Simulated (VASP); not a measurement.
# HfB2 (P6/mmm) in VASP: notebook

The runs below take HfB2 through single point, with PBEsol.

Everything below comes from runs of VASP 6.6.1. Logs are shortened: lines on timing, memory, paths and dates and some standing lists are left out, and cuts for length are marked.

## (1) Starting point

The structure is hexagonal, space group P6/mmm (No. 191). Conventional cell: a = 3.140 Å, b = 3.140 Å, c = 3.480 Å, α = 90.00°, β = 90.00°, γ = 120.00°. Around Hf (site symmetry 6/mmm) lie 12 B at 2.51 Å. Around B (site symmetry -6m2) lie 3 B at 1.81 Å.

## (2) Single point, PBEsol

File INCAR:

```
SYSTEM = HfB2
  PREC = Accurate
  ENCUT = 520
  EDIFF = 1E-7
  ISMEAR = 1
  SIGMA = 0.15
  LREAL = .FALSE.
  LASPH = .TRUE.
  NELM = 100
  ALGO = Normal
  ISIF = 2
  LWAVE = .FALSE.
  LCHARG = .FALSE.
  GGA = PS
  NBANDS = 12
  ADDGRID = .FALSE.
```

File KPOINTS:

```
Automatic mesh
0
G
  13 13 10
  0 0 0
```

File POSCAR:

```
HfB2
1.0
    3.1400000000      0.0000000000      0.0000000000
   -1.5700000000      2.7193197679      0.0000000000
    0.0000000000      0.0000000000      3.4800000000
Hf B
1 2
Direct
    0.0000000000      0.0000000000      0.0000000000
    0.6666666667      0.3333333333      0.5000000000
    0.3333333333      0.6666666667      0.5000000000
```

Potentials or basis: VASP PAW PBE potentials, release 64 (Hf, B).

Command:

```
cat potpaw_PBE.64/Hf/POTCAR potpaw_PBE.64/B/POTCAR > POTCAR
mpirun -np 1 vasp_std > vasp.out
```

OUTCAR:

```text
SYSTEM = HfB2
   PREC = Accurate
   ENCUT = 520
   EDIFF = 1E-7
   ISMEAR = 1
   LREAL = .FALSE.
   LASPH = .TRUE.
   NELM = 100
   ISIF = 2
   GGA = PS

 Found    126 irreducible k-points:

 Following reciprocal coordinates:
            Coordinates               Weight
  0.000000  0.000000  0.000000      1.000000
  0.076923  0.000000  0.000000      6.000000
  0.153846  0.000000  0.000000      6.000000
  0.230769  0.000000  0.000000      6.000000
  0.307692  0.000000  0.000000      6.000000
  0.384615 -0.000000  0.000000      6.000000
   k-points           NKPTS =    126   k-points in BZ     NKDIM =    126   number of bands    NBANDS=     12
   number of dos      NEDOS =    301   number of ions     NIONS =      3
   total plane-waves  NPLWV =  16128
   dimension x,y,z NGX =    24 NGY =   24 NGZ =   28
   dimension x,y,z NGXF=    48 NGYF=   48 NGZF=   56
   ions per type =               1   2
   NGX,Y,Z   is equivalent  to a cutoff of  12.71, 12.71, 13.38 a.u.
   NGXF,Y,Z  is equivalent  to a cutoff of  25.41, 25.41, 26.75 a.u.
 SYSTEM =  HfB2
   PREC   = accura    normal or accurate (medium, high low for compatibility)
   ISTART =      0    job   : 0-new  1-cont  2-samecut
   ICHARG =      2    charge: 1-file 2-atom 10-const
   ISPIN  =      1    spin polarized calculation?
   LNONCOLLINEAR =      F non collinear calculations
   LSORBIT =      F    spin-orbit coupling
   LASPH  =      T    aspherical Exc in radial PAW
   ENCUT  =  520.0 eV  38.22 Ry    6.18 a.u.   5.84  5.84  6.47*2*pi/ulx,y,z
   NELM   =    100;   NELMIN=  2; NELMDL= -5     # of ELM steps
   EDIFF  = 0.1E-06   stopping-criterion for ELM
   LREAL  =      F    real-space projection
   EDIFFG = 0.1E-05   stopping-criterion for IOM
   NSW    =      0    number of steps for IOM
   IBRION =     -1    ionic relax: 0-MD 1-quasi-New 2-CG
   NFREE  =      0    steps in history (QN), initial steepest desc. (CG)
   ISIF   =      2    stress and relaxation
   ISYM   =      2    0-nonsym 1-usesym 2-fastsym
   POTIM  = 0.5000    time-step for ionic-motion
   TEBEG  =    0.0;   TEEND  =   0.0 temperature during run
   PSTRESS=    0.0 pullay stress
   NELECT =      10.0000    total number of electrons
   NUPDOWN=      -1.0000    fix difference up-down
   EMIN   =  10.00;   EMAX   =-10.00  energy-range for DOS
   EFERMI =   0.00;   METHOD = LEGACY
   ISMEAR =     1;   SIGMA  =   0.15  broadening in eV -4-tet -1-fermi 0-gaus
   EFERMI_NEDOS =   21; number of points for ismear=-14 and -15
   IALGO  =     38    algorithm
   IMIX   =      4    mixing-type and parameters
     AMIX     =   0.40;   BMIX     =  1.00
     AMIX_MAG =   1.60;   BMIX_MAG =  1.00
  volume/ion in A,a.u.               =       9.90        66.84
  Fermi-wavevector in a.u.,A,eV,Ry     =   1.138724  2.151876 17.642568  1.296692
  Thomas-Fermi vector in A             =   2.275428
   LORBIT       =      0    0 simple, 1 ext, 2 COOP (PROOUT), +10 PAW based schemes
   GGA     = PS    functional components
   LHFCALC =     F    Hartree Fock is set to
   AEXX    =    0.0000 exact exchange contribution
   IVDW    =     0    specifies the selected vdW correction
   LEPSILON=     F    determine dielectric tensor
   LRPA    =     F    only Hartree local field effects (RPA)
 non-spin polarized calculation
 Methfessel and Paxton  Order N= 1 SIGMA  =   0.15
  energy-cutoff  :      520.00
  volume of cell :       29.71
 maximum number of plane-waves:       820
 NGX is ok and might be reduce to    24
   NGX = 11   NGY = 11   NGZ = 13

 number of electron      10.0000000 magnetization

 Free energy of the ion-electron system (eV)
  ---------------------------------------------------
  ext. energy  EPLUGINS =         0.00000000
  ---------------------------------------------------
  free energy    TOTEN  =       -27.92884005 eV

  energy without entropy =      -27.92834975  energy(sigma->0) =      -27.92867662

 E-fermi :   7.9686     XC(G=0): -12.4559

 val. band max:        7.9500459744   @ k =   0.3077   0.1538   0.0000
 cond. band min:       8.0104126723   @ k =   0.0769   0.0769   0.3000
 fundamental gap:      0.0603666979
 Fermi energy:         7.9685641228

 k-point     1 :       0.0000    0.0000    0.0000
  band No.  band energies     occupation
      1      -5.8939      2.00000
      2       4.7858      2.00000
      3       4.9454      2.00000
      4       4.9454      2.00000
      5       5.0560      2.00000
      6      11.8377      0.00000
      7      11.8377      0.00000
      8      12.5013      0.00000
      9      12.5013      0.00000
     10      12.8176      0.00000
     11      12.8176      0.00000
     12      12.8849      0.00000

 k-point     2 :       0.0769    0.0000    0.0000
  band No.  band energies     occupation
      1      -5.7715      2.00000
      2       4.5791      2.00000
      3       4.9154      2.00000
      4       4.9386      2.00000
      5       4.9432      2.00000
      6      11.4777      0.00000
      7      11.7472      0.00000
      8      11.8557      0.00000
      9      12.0035      0.00000
     10      13.2762      0.00000
     11      13.6194      0.00000
     12      13.8352      0.00000

 k-point     3 :       0.1538    0.0000    0.0000
  band No.  band energies     occupation
      1      -5.4131      2.00000
      2       3.6838      2.00000
      3       4.6634      2.00000
      4       4.8983      2.00000
      5       5.2358      2.00000
      6      10.4134     -0.00000
      7      11.5097      0.00000
      8      11.5192      0.00000
      9      12.1988      0.00000
     10      13.7521      0.00000
     11      14.7712      0.00000
     12      14.8305      0.00000

 k-point     4 :       0.2308    0.0000    0.0000
  band No.  band energies     occupation
      1      -4.8424      2.00000
      2       2.5582      2.00000
      3       4.3310      2.00000
      4       4.7966      2.00000
      5       5.5108      2.00000
      6       9.8950     -0.00000
      7      11.2023      0.00000
      8      11.6573      0.00000
      9      11.7686      0.00000
     10      13.8758      0.00000
     11      15.2544      0.00000
     12      16.4164      0.00000

 k-point     5 :       0.3077    0.0000    0.0000
  band No.  band energies     occupation
      1      -4.0922      2.00000
      2       1.3644      2.00000
      3       4.0349      2.00000
      4       4.6481      2.00000
      5       5.4508      2.00000
      6      10.3069     -0.00000
      7      10.9045     -0.00000
      8      10.9981      0.00000
      9      12.1964      0.00000
     10      13.8876      0.00000
     11      16.4060      0.00000
     12      18.1339      0.00000

 k-point     6 :       0.3846   -0.0000    0.0000
  band No.  band energies     occupation
      1      -3.2008      2.00000
      2       0.1745      2.00000
      3       3.8233      2.00000
      4       4.5056      2.00000
      5       5.1706      2.00000
      6      10.3568     -0.00000
      7      10.6759     -0.00000
      8      11.5380      0.00000
      9      12.9232      0.00000
     10      13.8775      0.00000
     11      17.3935      0.00000
     12      17.7582      0.00000

 [... further k-points ...]

------------------------ aborting loop because EDIFF is reached ----------------------------------------

  FORCE on cell =-STRESS in cart. coord.  units (eV):
  Direction    XX          YY          ZZ          XY          YZ          ZX
  --------------------------------------------------------------------------------------
  -------------------------------------------------------------------------------------
  Total       -0.7318865     -0.7318865     -0.8280271      0.0000000      0.0000000     -0.0000000
  in kB      -39.4625512    -39.4625512    -44.6463506      0.0000000      0.0000000     -0.0000000
  external PRESSURE =     -41.1904843 kB  Pullay stress =       0.0000000 kB

 VOLUME and BASIS-vectors are now :
 -----------------------------------------------------------------------------
  energy-cutoff  :      520.00
  volume of cell :       29.71
      direct lattice vectors                 reciprocal lattice vectors
     3.140000000  0.000000000  0.000000000     0.318471338  0.183869512  0.000000000
    -1.570000000  2.719319768  0.000000000     0.000000000  0.367739025  0.000000000
     0.000000000  0.000000000  3.480000000     0.000000000  0.000000000  0.287356322

 POSITION                                       TOTAL-FORCE (eV/Angst)
 -----------------------------------------------------------------------------------
      0.00000      0.00000      0.00000        -0.000000      0.000000      0.000000
      1.57000      0.90644      1.74000        -0.000000      0.000000      0.000000
     -0.00000      1.81288      1.74000         0.000000     -0.000000      0.000000
 -----------------------------------------------------------------------------------
    total drift:                                0.000000     -0.000000      0.000000

  FREE ENERGIE OF THE ION-ELECTRON SYSTEM (eV)
  ---------------------------------------------------
  free  energy   TOTEN  =       -27.9288400530 eV

  energy  without entropy=      -27.9283497533  energy(sigma->0) =      -27.92867662
```

Run time: 15 s. Hardware: 1 thread of Intel Xeon Platinum 8559C (Emerald Rapids), shared host; peak memory 0.18 GiB.

These settings aren't checked as converged: the numbers below hold their error.

Results:

- Free energy: -27.9288 eV
- Pressure: -4.1 GPa
- Band gap on the k mesh: none (metal or under the smearing width)

Caveat: the PAW data sets were made with another functional, which shifts forces and pressure a little.

## (3) Single point, PBEsol

INCAR is that of step 2.

KPOINTS is that of step 2.

File POSCAR:

```
HfB2
1.0
    3.1400000000      0.0000000000      0.0000000000
   -1.5700000000      2.7193197679      0.0000000000
    0.0000000000      0.0000000000      3.4800000000
Hf B
1 2
Direct
   -0.0142630000      0.0046330000     -0.0059370000
    0.6696320000      0.3380360000      0.4871880000
    0.3055440000      0.6904850000      0.5067950000
```

Potentials or basis: VASP PAW PBE potentials, release 64 (Hf, B).

Command:

```
cat potpaw_PBE.64/Hf/POTCAR potpaw_PBE.64/B/POTCAR > POTCAR
mpirun -np 1 vasp_std > vasp.out
```

Run time: 90 s. Hardware: 1 thread of Intel Xeon Platinum 8559C (Emerald Rapids), shared host; peak memory 0.43 GiB.

These settings aren't checked as converged: the numbers below hold their error.

Results:

```
Free energy            : -27.7986 eV
Pressure               : -2.5 GPa
Largest force          : 1.750 eV/Å
Band gap on the k mesh : none (metal or under the smearing width)
```

Caveat: the PAW data sets were made with another functional, which shifts forces and pressure a little.

## (4) Single point, PBEsol

INCAR: that of step 3 with these lines changed.

```diff
@@ -2,3 +2,3 @@
   PREC = Accurate
-  ENCUT = 520
+  ENCUT = 400
   EDIFF = 1E-7
```

File KPOINTS:

```
Automatic mesh
0
G
  15 15 12
  0 0 0
```

File POSCAR:

```
HfB2
1.0
    3.1400000000      0.0000000000      0.0000000000
   -1.5700000000      2.7193197679      0.0000000000
    0.0000000000      0.0000000000      3.4800000000
Hf B
1 2
Direct
    0.0000000000      0.0000000000      0.0000000000
    0.6666666667      0.3333333333      0.5000000000
    0.3333333333      0.6666666667      0.5000000000
```

Command:

```
cat potpaw_PBE.64/Hf/POTCAR potpaw_PBE.64/B/POTCAR > POTCAR
mpirun -np 1 vasp_std > vasp.out
```

Wall time 18 s (1 thread of Intel Xeon Platinum 8559C (Emerald Rapids), shared host); peak memory 0.17 GiB.

These settings aren't checked as converged: the numbers below hold their error.

Results:

```yaml
Free_energy: -27.9279 eV
Pressure: -4.1 GPa
Band_gap_on_the_k_mesh: none (metal or under the smearing width)
```

Caveat: the PAW data sets were made with another functional, which shifts forces and pressure a little.

## (5) Single point, PBEsol

INCAR is that of step 4.

KPOINTS is that of step 4.

File POSCAR:

```
HfB2
1.0
    3.1400000000      0.0000000000      0.0000000000
   -1.5700000000      2.7193197679      0.0000000000
    0.0000000000      0.0000000000      3.4800000000
Hf B
1 2
Direct
   -0.0142630000      0.0046330000     -0.0059370000
    0.6696320000      0.3380360000      0.4871880000
    0.3055440000      0.6904850000      0.5067950000
```

Command:

```
cat potpaw_PBE.64/Hf/POTCAR potpaw_PBE.64/B/POTCAR > POTCAR
mpirun -np 1 vasp_std > vasp.out
```

Wall time 2 min (1 thread of Intel Xeon Platinum 8559C (Emerald Rapids), shared host); peak memory 0.45 GiB.

These settings aren't checked as converged: the numbers below hold their error.

What came out:

* Free energy: -27.7957 eV
* Pressure: -2.5 GPa
* Largest force: 1.763 eV/Å
* Band gap on the k mesh: none (metal or under the smearing width)

Caveat: the PAW data sets were made with another functional, which shifts forces and pressure a little.

## (6) The reference run

An earlier run on the cell as given: functional PBEsol; potentials or basis VASP PAW PBE potentials, release 64 (Hf_pv, B); cutoff 520 eV; k mesh 10 × 10 × 8; occupations fermi-dirac, width 0.05 eV; no spin polarisation.

* Pressure: -4.4 GPa
* Band gap on the k mesh: none (metal or under the smearing width)
